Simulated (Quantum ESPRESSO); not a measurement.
# GaN (F-43m) in Quantum ESPRESSO: a series of runs

The runs below take GaN through phonons, with rev-vdW-DF2, PBE.

Program: Quantum ESPRESSO 7.5. These are calculated values, not measurements. Logs are shortened: lines on timing, memory, paths and dates and some standing lists are left out, and cuts for length are marked.

### Step 1. The structure

The structure is cubic, space group F-43m (No. 216). Conventional cell: a = 4.507 Å, b = 4.507 Å, c = 4.507 Å, α = 90.00°, β = 90.00°, γ = 90.00°. Around Ga (site symmetry -43m) lie 4 N at 1.95 Å. N (site symmetry -43m) is surrounded by 4 Ga at 1.95 Å.

The cell is a database's computed one.

### Step 2. Phonons, rev-vdW-DF2

Input file pw.in:

```
&CONTROL
  calculation = 'scf'
  prefix = 'pwscf'
  outdir = './tmp'
  pseudo_dir = './pseudo'
  tprnfor = .true.
  tstress = .true.
  disk_io = 'low'
/
&SYSTEM
  ibrav = 0
  nat = 2
  ntyp = 2
  ecutwfc = 84
  nbnd = 15
  input_dft = 'vdw-df2-b86r'
  occupations = 'smearing'
  smearing = 'fd'
  degauss = 0.00367493
/
&ELECTRONS
  conv_thr = 4d-10
  electron_maxstep = 120
  mixing_beta = 0.5
/
ATOMIC_SPECIES
Ga    69.7230 Ga.upf
N     14.0070 N.upf
CELL_PARAMETERS angstrom
   0.0000000000    2.2535006075    2.2535006075
   2.2535006075    0.0000000000    2.2535006075
   2.2535006075    2.2535006075    0.0000000000
ATOMIC_POSITIONS crystal
Ga     0.0000000000    0.0000000000    0.0000000000
N      0.2500000000    0.2500000000    0.2500000000
K_POINTS automatic
8 8 8 1 1 1
```

Input file relax.in:

```
&CONTROL
  calculation = 'vc-relax'
  prefix = 'pwscf'
  outdir = './tmp'
  pseudo_dir = './pseudo'
  tprnfor = .true.
  tstress = .true.
  disk_io = 'low'
  nstep = 40
  forc_conv_thr = 0.0001
  etot_conv_thr = 1d-06
/
&SYSTEM
  ibrav = 0
  nat = 2
  ntyp = 2
  ecutwfc = 84
  nbnd = 15
  input_dft = 'vdw-df2-b86r'
  occupations = 'smearing'
  smearing = 'fd'
  degauss = 0.00367493
/
&ELECTRONS
  conv_thr = 4d-10
  electron_maxstep = 120
  mixing_beta = 0.5
/
&IONS
  ion_dynamics = 'bfgs'
/
&CELL
  cell_dynamics = 'bfgs'
  press = 0
  press_conv_thr = 0.2
/
ATOMIC_SPECIES
Ga    69.7230 Ga.upf
N     14.0070 N.upf
CELL_PARAMETERS angstrom
   0.0000000000    2.2535006075    2.2535006075
   2.2535006075    0.0000000000    2.2535006075
   2.2535006075    2.2535006075    0.0000000000
ATOMIC_POSITIONS crystal
Ga     0.0000000000    0.0000000000    0.0000000000
N      0.2500000000    0.2500000000    0.2500000000
K_POINTS automatic
8 8 8 1 1 1
```

Input file scf2.in:

```
&CONTROL
  calculation = 'scf'
  prefix = 'pwscf'
  outdir = './tmp'
  pseudo_dir = './pseudo'
  tprnfor = .true.
  tstress = .true.
  disk_io = 'low'
/
&SYSTEM
  ibrav = 0
  nat = 2
  ntyp = 2
  ecutwfc = 84
  nbnd = 15
  input_dft = 'vdw-df2-b86r'
  occupations = 'fixed'
/
&ELECTRONS
  conv_thr = 1d-13
  electron_maxstep = 120
  mixing_beta = 0.5
  startingpot = 'file'
  startingwfc = 'file'
/
ATOMIC_SPECIES
Ga    69.7230 Ga.upf
N     14.0070 N.upf
CELL_PARAMETERS angstrom
   0.0000000000    2.2622447946    2.2622447946
   2.2622447946    0.0000000000    2.2622447946
   2.2622447946    2.2622447946    0.0000000000
ATOMIC_POSITIONS crystal
Ga     0.0000000000    0.0000000000    0.0000000000
N      0.2500000000    0.2500000000    0.2500000000
K_POINTS automatic
8 8 8 1 1 1
```

Input file ph.in:

```
phonons of GaN
&INPUTPH
  prefix = 'pwscf'
  outdir = './tmp'
  tr2_ph = 1d-16
  fildyn = 'dyn'
  niter_ph = 60
  alpha_mix(1) = 0.7
  epsil = .true.
/
0.0000000000 0.0000000000 0.0000000000
```

Input file dynmat.in:

```
&INPUT
  fildyn = 'dyn'
  asr = 'crystal'
  lperm = .true.
  filout = 'dynmat.disp'
  fileig = 'dynmat.eig'
/
```

Input file dynmat_lo.in:

```
&INPUT
  fildyn = 'dyn'
  asr = 'crystal'
  filout = 'dynmat_lo.disp'
  fileig = 'dynmat_lo.eig'
  q(1) = 0
  q(2) = 0
  q(3) = 1
/
```

Potentials or basis: PseudoDojo 0.4.1 SR PBE standard.

The run is started by

```bash
$ OMP_NUM_THREADS=1 pw.x -in pw.in > pw.out
$ OMP_NUM_THREADS=1 pw.x -in relax.in > relax.out
$ OMP_NUM_THREADS=1 pw.x -in scf2.in > scf2.out
$ OMP_NUM_THREADS=1 ph.x -in ph.in > ph.out
$ OMP_NUM_THREADS=1 dynmat.x -in dynmat.in > dynmat.out
$ OMP_NUM_THREADS=1 dynmat.x -in dynmat_lo.in > dynmat_lo.out
```

pw.out:

```text
This program is part of the open-source Quantum ESPRESSO suite
     for quantum simulation of materials; please cite
         "P. Giannozzi et al., J. Phys.:Condens. Matter 21 395502 (2009);
         "P. Giannozzi et al., J. Phys.:Condens. Matter 29 465901 (2017);
         "P. Giannozzi et al., J. Chem. Phys. 152 154105 (2020);
     in publications or presentations arising from this work. More details at

     IMPORTANT: XC functional enforced from input :
     Exchange-correlation= VDW-DF2-B86R
                           (   1   4  26   0   2   0   0)
     Any further DFT definition will be discarded
     Please, verify this is what you really want

     Message from routine setup:
     using ibrav=0 with symmetry is DISCOURAGED, use correct ibrav instead

     G-vector sticks info
     --------------------
     sticks:   dense  smooth     PW     G-vecs:    dense   smooth      PW
     Sum         847     847    253                16145    16145    2741

     Using Slab Decomposition

     bravais-lattice index     =            0
     lattice parameter (alat)  =       6.0224  a.u.
     unit-cell volume          =     154.4542 (a.u.)^3
     number of atoms/cell      =            2
     number of atomic types    =            2
     number of electrons       =        18.00
     number of Kohn-Sham states=           15
     kinetic-energy cutoff     =      84.0000  Ry
     charge density cutoff     =     336.0000  Ry
     scf convergence threshold =      4.0E-10
     mixing beta               =       0.5000
     number of iterations used =            8  plain     mixing
     Exchange-correlation= VDW-DF2-B86R
                           (   1   4  26   0   2   0   0)

     celldm(1)=   6.022427  celldm(2)=   0.000000  celldm(3)=   0.000000
     celldm(4)=   0.000000  celldm(5)=   0.000000  celldm(6)=   0.000000

     crystal axes: (cart. coord. in units of alat)
               a(1) = (   0.000000   0.707107   0.707107 )
               a(2) = (   0.707107   0.000000   0.707107 )
               a(3) = (   0.707107   0.707107   0.000000 )

     reciprocal axes: (cart. coord. in units 2 pi/alat)
               b(1) = ( -0.707107  0.707107  0.707107 )
               b(2) = (  0.707107 -0.707107  0.707107 )
               b(3) = (  0.707107  0.707107 -0.707107 )

     PseudoPot. # 1 for Ga read from file:
     Ga.upf
     Pseudo is Norm-conserving + core correction, Zval = 13.0
     Generated using ONCVPSP code by D. R. Hamann
     Using radial grid of 1902 points,  6 beta functions with:
                l(1) =   0
                l(2) =   0
                l(3) =   1
                l(4) =   1
                l(5) =   2
                l(6) =   2

     PseudoPot. # 2 for N  read from file:
     N.upf
     Pseudo is Norm-conserving + core correction, Zval =  5.0
     Generated using ONCVPSP code by D. R. Hamann
     Using radial grid of 1058 points,  4 beta functions with:
                l(1) =   0
                l(2) =   0
                l(3) =   1
                l(4) =   1

     atomic species   valence    mass     pseudopotential
     Ga               13.00    69.72300     Ga( 1.00)
     N                 5.00    14.00700     N ( 1.00)

     24 Sym. Ops. (no inversion) found

   Cartesian axes

     site n.     atom                  positions (alat units)
         1        Ga     tau(   1) = (   0.0000000   0.0000000   0.0000000  )
         2        N      tau(   2) = (   0.3535534   0.3535534   0.3535534  )

     number of k points=    60  Fermi-Dirac smearing, width (Ry)=  0.0037
                       cart. coord. in units 2pi/alat
        k(    1) = (   0.0441942   0.0441942   0.0441942), wk =   0.0078125
        k(    2) = (   0.1325825   0.1325825  -0.0441942), wk =   0.0234375
        k(    3) = (   0.2209709   0.2209709  -0.1325825), wk =   0.0234375
        k(    4) = (   0.3093592   0.3093592  -0.2209709), wk =   0.0234375
        k(    5) = (  -0.3093592  -0.3093592   0.3977476), wk =   0.0234375
        k(    6) = (  -0.2209709  -0.2209709   0.3093592), wk =   0.0234375
[... 52 lines left out ...]
        k(   59) = (   0.3093592   0.3093592   0.3093592), wk =   0.0078125
        k(   60) = (  -0.3093592  -0.3093592   0.9280777), wk =   0.0234375

     Dense  grid:    16145 G-vectors     FFT dimensions: (  36,  36,  36)

     Initial potential from superposition of free atoms

     starting charge      17.9973, renormalised to      18.0000

     %%%%%%%%%%%%%%%%%%%%%%%%%%%%%%%%%%%%%%%%%%%%%%%%%%%%%%%%%%%%%%%%%%%%%%%%
     %                                                                      %
     % You are using vdW-DF, which was implemented by the Thonhauser group. %
     % Please cite the following two papers that made this development      %
     % possible and the two reviews that describe the various versions:     %
     %                                                                      %
     %   T. Thonhauser et al., PRL 115, 136402 (2015).                      %
     %   T. Thonhauser et al., PRB 76, 125112 (2007).                       %
     %   K. Berland et al., Rep. Prog. Phys. 78, 066501 (2015).             %
     %   D.C. Langreth et al., J. Phys.: Condens. Matter 21, 084203 (2009). %
     %                                                                      %
     % If you are calculating stress with vdW-DF, please also cite:         %
     %                                                                      %
     %   R. Sabatini et al., J. Phys.: Condens. Matter 24, 424209 (2012).   %
     %                                                                      %
     %%%%%%%%%%%%%%%%%%%%%%%%%%%%%%%%%%%%%%%%%%%%%%%%%%%%%%%%%%%%%%%%%%%%%%%%

     %%%%%%%%%%%%%%%%%%%%%%%%%%%%%%%%%%%%%%%%%%%%%%%%%%%%%%%%%%%%%%%%%%%%%%%%
     %                                                                      %
     %  vdW-DF NEWS:                                                        %
     %                                                                      %
     %  * vdW-DF3 is now available. DOI: 10.1021/acs.jctc.0c00471           %
     %    use with input_dft = 'vdW-DF3-opt1' or 'vdW-DF3-opt2'             %
     %                                                                      %
     %  * Unscreened and range-separated hybrid vdW-DF-cx functionals       %
     %    DOI: 10.1063/1.4986522 and 10.1088/1361-648X/ac2ad2               %
     %    use with input_dft = 'vdW-DF-cx0'    and 'vdW-DF-ahcx'            %
     %  * Unscreened and range-separated hybrid vdW-DF2-b86r functionals    %
     %    DOI: 10.1063/1.4986522 and DOI: 10.1103/PhysRevX.12.041003        %
     %    use with input_dft = 'vdW-DF2-br0' and 'vdW-DF2-ahbr'             %
     %                                                                      %
     %%%%%%%%%%%%%%%%%%%%%%%%%%%%%%%%%%%%%%%%%%%%%%%%%%%%%%%%%%%%%%%%%%%%%%%%

     Starting wfcs are   13 randomized atomic wfcs +    2 random wfcs

     Self-consistent Calculation

     iteration #  1     ecut=    84.00 Ry     beta= 0.50
     Davidson diagonalization with overlap
     ethr =  1.00E-02,  avg # of iterations =  5.0

     total energy              =    -173.47118620 Ry
     estimated scf accuracy    <       0.50391772 Ry

     iteration #  2     ecut=    84.00 Ry     beta= 0.50
     Davidson diagonalization with overlap
     ethr =  2.80E-03,  avg # of iterations =  2.0

     total energy              =    -173.62109131 Ry
     estimated scf accuracy    <       0.10452395 Ry

     iteration #  3     ecut=    84.00 Ry     beta= 0.50
     Davidson diagonalization with overlap
     ethr =  5.81E-04,  avg # of iterations =  1.8

     negative rho (up, down):  1.110E-07 0.000E+00

     total energy              =    -173.63904891 Ry
     estimated scf accuracy    <       0.00307788 Ry

     iteration #  4     ecut=    84.00 Ry     beta= 0.50
     Davidson diagonalization with overlap
     ethr =  1.71E-05,  avg # of iterations =  4.5

     total energy              =    -173.63932074 Ry
     estimated scf accuracy    <       0.00025888 Ry
[... 26 lines left out ...]
     total energy              =    -173.63935919 Ry
     estimated scf accuracy    <          8.7E-10 Ry

     iteration #  9     ecut=    84.00 Ry     beta= 0.50
     Davidson diagonalization with overlap
     ethr =  4.82E-12,  avg # of iterations =  3.8

     End of self-consistent calculation

          k = 0.0442 0.0442 0.0442 (  2019 PWs)   bands (ev):

    -5.4131  -3.0697  -3.0697  -3.0604  -2.7641  -2.7641   9.9525  10.4377
    10.4377  12.5895  20.4755  20.7596  20.7596  28.1697  28.5364

          k = 0.1326 0.1326-0.0442 (  2008 PWs)   bands (ev):

    -5.2027  -3.0474  -3.0387  -2.9654  -2.7729  -2.7561   8.4632   9.9565
    10.3438  13.7366  19.7147  21.0056  21.0114  26.7099  27.0633
[... 118 lines left out ...]
    -4.5719  -2.9871  -2.9667  -2.7478  -2.7190  -1.5283   3.8379   8.8039
     9.3582  15.6925  18.5667  20.6739  21.2201  26.7548  28.7948

          k =-0.6629 0.0442 0.0442 (  2018 PWs)   bands (ev):

    -4.4307  -2.9900  -2.7833  -2.7792  -2.6905  -1.0463   4.3794   7.6004
     7.8174  14.0600  17.1786  22.0881  24.1898  24.1961  32.3203

          k =-0.5745 0.1326-0.0442 (  2015 PWs)   bands (ev):

    -4.4582  -2.9625  -2.8448  -2.8022  -2.7014  -1.2870   4.8021   7.4415
     7.9540  14.9118  17.6390  21.4183  23.3948  24.2351  32.7099

          k =-0.4861 0.2210-0.1326 (  2005 PWs)   bands (ev):

    -4.5148  -2.9638  -2.9036  -2.8198  -2.7124  -1.4735   4.5985   7.6939
     8.6593  16.1427  18.0051  20.4664  22.3825  25.0807  30.7911

          k =-0.4861 0.0442 0.0442 (  2014 PWs)   bands (ev):

    -4.5338  -2.9503  -2.8518  -2.8508  -2.7041  -1.8880   5.5773   8.1747
     8.3086  14.7943  17.3979  21.4774  23.3112  23.5506  32.7602

          k =-0.3977 0.1326-0.0442 (  2011 PWs)   bands (ev):

    -4.6468  -2.9504  -2.9254  -2.8636  -2.7194  -2.2212   6.0497   8.3943
     8.9498  15.5449  17.8730  20.7281  22.4956  23.9251  30.8631

          k =-0.3094 0.0442 0.0442 (  2005 PWs)   bands (ev):

    -4.8743  -2.9749  -2.9637  -2.8936  -2.7326  -2.6605   7.3359   9.2608
     9.2638  14.9438  18.1741  21.5798  22.0062  23.1874  30.8469

          k = 0.1326 0.1326 0.1326 (  2012 PWs)   bands (ev):
[... 131 lines left out ...]
    -4.6037  -2.9903  -2.9903  -2.7195  -2.7195  -1.6214   3.6875   9.5347
     9.5347  15.0145  19.1779  20.8348  20.8348  26.0635  29.5915

          k =-0.3094-0.3094 0.9281 (  2002 PWs)   bands (ev):

    -4.5496  -2.9858  -2.9591  -2.7428  -2.7237  -1.3642   3.6513   8.5318
     9.3071  15.9002  18.3749  20.7352  21.2568  26.9955  29.4733

     the Fermi energy is    11.5313 ev

!    total energy              =    -173.63935919 Ry
     estimated scf accuracy    <          1.2E-10 Ry
     smearing contrib. (-TS)   =      -0.00000000 Ry
     internal energy E=F+TS    =    -173.63935919 Ry

     The total energy is F=E-TS. E is the sum of the following terms:
     one-electron contribution =     -52.49105065 Ry
     hartree contribution      =      43.46793124 Ry
     xc contribution           =     -47.94192266 Ry
     ewald contribution        =    -116.67431711 Ry

     convergence has been achieved in   9 iterations

     Forces acting on atoms (cartesian axes, Ry/au):

     atom    1 type  1   force =     0.00000000    0.00000000   -0.00000000
     atom    2 type  2   force =    -0.00000000   -0.00000000    0.00000000

     Total force =     0.000000     Total SCF correction =     0.000000

     Computing stress (Cartesian axis) and pressure

          total   stress  (Ry/bohr**3)                   (kbar)     P=       21.24
   0.00014436   0.00000000   0.00000000           21.24        0.00        0.00
   0.00000000   0.00014436  -0.00000000            0.00       21.24       -0.00
   0.00000000  -0.00000000   0.00014436            0.00       -0.00       21.24

=------------------------------------------------------------------------------=
   JOB DONE.
=------------------------------------------------------------------------------=
```

It took 9.9 min on 1 thread of AMD EPYC 9R45 (Zen 5), shared host; peak memory 0.13 GiB.

Results:

| Quantity | Value |
| --- | --- |
| Free energy | -2362.4856 eV |
| Relaxed volume | 11.58 Å³/atom |
| Relaxed cell | a = 3.199 Å, b = 3.199 Å, c = 3.199 Å, α = 60.00°, β = 60.00°, γ = 60.00° |
| Space group after relaxing (to 0.05 Å) | F-43m (No. 216) |
| Pressure after relaxing | 0.0 GPa |
| Electronic dielectric tensor (diagonal) | 6.13 |
| Born charges (mean of the diagonal) | Ga +2.69; N -2.69 e |
| Highest phonon frequency at Γ, LO-TO splitting left out | 530 cm⁻¹ |
| Static dielectric tensor (diagonal) | 10.81 |

Step by step:
```csv
step,energy change (eV),largest force (eV/Å),pressure (GPa),volume (Å³)
1,0.0000,0.0000,2.12,22.89
2,-0.0017,0.0000,0.15,23.14
3,-0.0018,0.0000,0.00,23.16
```

Final structure:
```xyz
2
Lattice="0.0000 2.2622 2.2622 2.2622 0.0000 2.2622 2.2622 2.2622 0.0000" Properties=species:S:1:pos:R:3 pbc="T T T"
Ga    0.0000    0.0000    0.0000
N     1.1311    1.1311    1.1311
```

Phonon frequencies in cm⁻¹ (negative: imaginary):
```
              q point           frequencies
(0.000, 0.000, 0.000)  40 40 40 530 530 530
```

Electronic dielectric tensor:
```
6.13 0.00 0.00
0.00 6.13 0.00
0.00 0.00 6.13
```

Born effective charge tensors (e):
atom 1, Ga
```
2.69 0.00 0.00
0.00 2.69 0.00
0.00 0.00 2.69
```
atom 2, N
```
-2.69  0.00  0.00
 0.00 -2.69  0.00
 0.00  0.00 -2.69
```

Optical modes at Γ, degenerate ones joined, polar ones without the macroscopic field:
| cm⁻¹ | components | symmetry | active in | IR intensity, summed ((D/Å)²/amu) |
| --- | --- | --- | --- | --- |
| 530 | 3 | T2 | IR and Raman | 42.84 |

Zone-centre frequencies without and with the macroscopic field along z (cm⁻¹):
|  | optical modes in rising order |
| --- | --- |
| without | 530 530 530 |
| with the field | 530 530 704 |

Static dielectric tensor, electrons and zone-centre modes:
```
10.81  0.00  0.00
 0.00 10.81  0.00
 0.00  0.00 10.81
```

Caveat: the potentials were made for another functional, which shifts forces and pressure; before the sum rule the acoustic modes lie tens of cm⁻¹ from zero, a sign that the density grid also shifts the optical modes.

[end of part 1 of 3]
